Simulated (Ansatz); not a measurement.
# MnO2

Method: r²SCAN, scalar-relativistic; collinear spin; PAW, 500 eV, Γ-centred 6×6×10 mesh, 0.05 eV Gaussian smearing; code Ansatz; PAW files: Ansatz's generated set soft_2.

```yaml
crystal:
  lattice:
    - [4.38329, 0.00000, 0.00000]
    - [0.00000, 4.38329, 0.00000]
    - [0.00000, 0.00000, 2.86113]
  atoms:
    - { symbol: Mn, position: [0.00000, 0.00000, 0.00000] }
    - { symbol: Mn, position: [0.50000, 0.50000, 0.50000] }
    - { symbol: O, position: [0.30476, 0.30476, 0.00000] }
    - { symbol: O, position: [0.19524, 0.80476, 0.50000] }
    - { symbol: O, position: [0.69524, 0.69524, 0.00000] }
    - { symbol: O, position: [0.80476, 0.19524, 0.50000] }
```

The chain of runs began from a cell as deposited in COD, expanded in volume.

Magnetic state: antiferromagnetic, site spin moments Mn 2.40, -2.40 μB.

Cell and atoms are those of this level's equilibrium.

The cell has space group P4_2/mnm (read at 0.01 Å). In it the stress is -0.01, -0.01, 0.00, 0.00, 0.00, 0.00 GPa and the largest force component 0.000 eV/Å. Each change below starts from this cell, without further relaxation. Stress is in GPa, positive in compression, in the order xx, yy, zz, yz, xz, xy; energies are counted from the cell above.

Q: One atom was moved along a Cartesian axis, and these forces appeared. Which atom, and about how far?
| atom | Fx (eV/Å) | Fy | Fz |
| --- | --- | --- | --- |
| Mn1 | -0.428 | 0.944 | 0.000 |
| Mn2 | -0.589 | 0.559 | 0.000 |
| O3 | -0.012 | -0.135 | 0.000 |
| O4 | -0.900 | 0.862 | 0.000 |
| O5 | -0.070 | 0.956 | 0.000 |
| O6 | 1.999 | -3.187 | 0.000 |

A: Atom 6 (O) is moved by 0.20 Å along y; the energy changes by 315.9 meV per cell.

Q: What stress follows from an engineering strain of -2 % in yz, atoms carried along?

A: 0.07, 0.09, 0.16, 4.14, 0.00, 0.00 GPa; the energy changes by 14.2 meV per cell.
```
atom  Fx (eV/Å)      Fy      Fz
 Mn1      0.000   0.000   0.000
 Mn2      0.000   0.000   0.000
  O3     -0.005  -0.006  -0.158
  O4      0.005  -0.006  -0.158
  O5      0.005   0.006   0.158
  O6     -0.005   0.006   0.158
```
The change of the stress over the strain gives a clamped-atom stiffness of about 207 GPa for this component.
In a harmonic crystal the energy would rise by V(½Cε² − σ₀ε), with σ₀ the stress of the unstrained cell, = 14.2 meV, which matches.

Q: All atoms and the cell are disturbed at random:
```xyz
6
Lattice="4.3602 -0.0155 -0.0098 -0.0155 4.4322 -0.0058 -0.0064 -0.0038 2.8508" Properties=species:S:1:pos:R:3 pbc="T T T"
Mn    0.0005   -0.0048    0.0369
Mn    2.1737    2.3242    1.4659
O     1.3035    1.2825   -0.0178
O     0.9027    3.5410    1.4169
O     2.9645    3.0190    0.0024
O     3.5073    0.8742    1.3330
```
Give the energy change, the stress and the forces.

A: 586.5 meV per cell; stress 4.86, 0.09, 5.73, 3.10, 0.32, 0.12 GPa. The gap on the mesh goes from 0.38 eV to 0.60 eV. Spin moments: Mn 2.32, -2.23; O -0.08, 0.05 μB.
```
atom  Fx (eV/Å)      Fy      Fz
 Mn1      0.411   0.892  -1.015
 Mn2     -1.595  -4.364  -1.085
  O3      0.651   1.114   0.108
  O4     -1.765   1.042   0.111
  O5      2.165   1.997   0.508
  O6      0.133  -0.682   1.373
```

The run wasn't fully tested for a lower electronic state. Site moments are of spin, integrated over atomic spheres.
